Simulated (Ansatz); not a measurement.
Input for Ansatz (plane-wave DFT, PAW):

```yaml
crystal:
  lattice:
    - [-1.737759049, 1.8087302506, 1.7296830158]
    - [1.804362792, -1.8785342865, 1.8660907947]
    - [1.8399801696, 1.980755407, -1.7994870517]
  atoms:
    - { symbol: In, position: [0.0, 0.0, 0.0] }
basis:
  ecutwfc: 420
kpoints:
  mp_grid: { grid: [14, 14, 14] }
hamiltonian:
  xc: pbe
scf:
  occupations: { method: gaussian, width: 0.1 }
output:
  forces: true
  stress: true
  eigenvalues: true
  populations: true
  write_density: true
  write_potential: true
  elf: true
  volumetric_format: npy
```

Run as
```bash
ansatz run input.yaml --threads 1 --pin off --max-ram 1331MiB --backend cpu --events-out ev --progress --plain --runs-dir out
```

Level of theory: DFT PBE, scalar-relativistic, plane waves, PAW (Ansatz).

From the run's log, abridged (iterations and final results):

```
SCF iter   1: F=—  HF=-5597.783979 eV  |F-HF|=—  |Δ(HF+E_count)|=         —  Δρ=8.30e-4  dr2=1.26e-4  ethr=1.77e-3  ⟨swp⟩=5.0  Hψ=89333  notcnv=0
SCF iter   2: F=—  HF=-5597.783582 eV  |F-HF|=—  |Δ(HF+E_count)|=   3.97e-4  Δρ=4.78e-4  dr2=5.73e-5  ethr=9.67e-7  ⟨swp⟩=2.0  Hψ=33637  notcnv=0
SCF iter   3: F=—  HF=-5597.783605 eV  |F-HF|=—  |Δ(HF+E_count)|=   2.29e-5  Δρ=4.50e-4  dr2=3.24e-5  ethr=4.40e-7  ⟨swp⟩=2.0  Hψ=23481  notcnv=0
SCF iter   4: F=—  HF=-5597.783589 eV  |F-HF|=—  |Δ(HF+E_count)|=   1.61e-5  Δρ=1.52e-4  dr2=3.28e-6  ethr=2.49e-7  ⟨swp⟩=2.3  Hψ=23212  notcnv=0
SCF iter   5: F=—  HF=-5597.783587 eV  |F-HF|=—  |Δ(HF+E_count)|=   1.85e-6  Δρ=7.28e-5  dr2=7.92e-7  ethr=2.52e-8  ⟨swp⟩=2.0  Hψ=23472  notcnv=0
SCF iter   6: F=—  HF=-5597.783587 eV  |F-HF|=—  |Δ(HF+E_count)|=   3.42e-7  Δρ=3.00e-5  dr2=1.28e-7  ethr=6.09e-9  ⟨swp⟩=2.1  Hψ=23050  notcnv=0
SCF iter   7: F=-5597.783586 eV  HF=-5597.783586 eV  |F-HF|=6.66e-9  |Δ(HF+E_count)|=   6.92e-8  Δρ=6.41e-6  dr2=5.63e-9  ethr=7.69e-10  ⟨swp⟩=9.1  Hψ=85088  notcnv=0
SCF 1 converged in 7 iterations: F = -5597.783586 eV  dr2 = 5.63e-9
SCF converged after 7 iterations
Free energy (F): -5597.783586 eV
Harris-Foulkes:  -5597.783586 eV  (|F-HF|=6.66e-9)
Internal energy: -5597.781201 eV  (E = F + TS)
E sigma→0 (E₀):  -5597.782394 eV
Entropy (-TS):   -0.002385 eV (-2.385 meV/atom)
Fermi energy:    11.039580 eV
--- Per-component energies (eV) ---
  E_band       = -14.226135
  E_kinetic    = 242.171744
  E_local      = -1043.007682  (includes V_loc(G=0)·N_el)
  E_nonlocal   = 366.078365
  E_hartree    = 410.007246
  E_xc         = -216.458869
  E_vxc        = -100.605975  (∫ρ·V_xc dr)
  E_paw        = -4152.094016  (= ΣΔE_a)
  E_vpaw       = -298.879907  (= ΣTr[D̂ρ^β])
  E_aug_tail   = 0.000026  (compensation charges beyond the density's cutoff)
  E_ewald      = -1204.478015
  E_smearing   = -0.002385  (= −TS)
--- Forces (eV/Å), atoms counted from 1 ---
  atom   1  In     0.00000000     0.00000000     0.00000000
--- Stress (GPa, compression-positive) ---
        5.314281      -1.234284      -0.624997
       -1.234284       5.860549       0.989183
       -0.624997       0.989183       5.200635
  P = ⅓ Tr σ = 5.4585 GPa (54.585 kbar)
--- Band table (eV; the first three rows and the last of 1376) ---
  k-point 0: bands = ["-3.8304", "-3.7035", "-3.6517", "-3.4163", "-3.3766", "1.1120", "21.5143", "22.2065", "23.7480", "23.8072", "24.6376"]
  k-point 1: bands = ["-3.8315", "-3.7031", "-3.6334", "-3.4187", "-3.3776", "1.2267", "20.0906", "21.6955", "23.3598", "23.4524", "24.6166"]
  k-point 2: bands = ["-3.8364", "-3.7045", "-3.5801", "-3.4253", "-3.3792", "1.5731", "17.6604", "20.7128", "22.5135", "22.8571", "24.4273"]
  k-point 1375: bands = ["-3.8681", "-3.8552", "-3.3056", "-3.2775", "-3.1676", "11.6001", "12.4075", "12.5344", "12.8604", "16.2843", "16.7338"]
--- Löwdin populations: 1 site ---
  site symbol q [e]
     0     In     12.9791
  spilling = 0.001607 (of n_electrons = 13.000000)
```

Self-consistency was reached.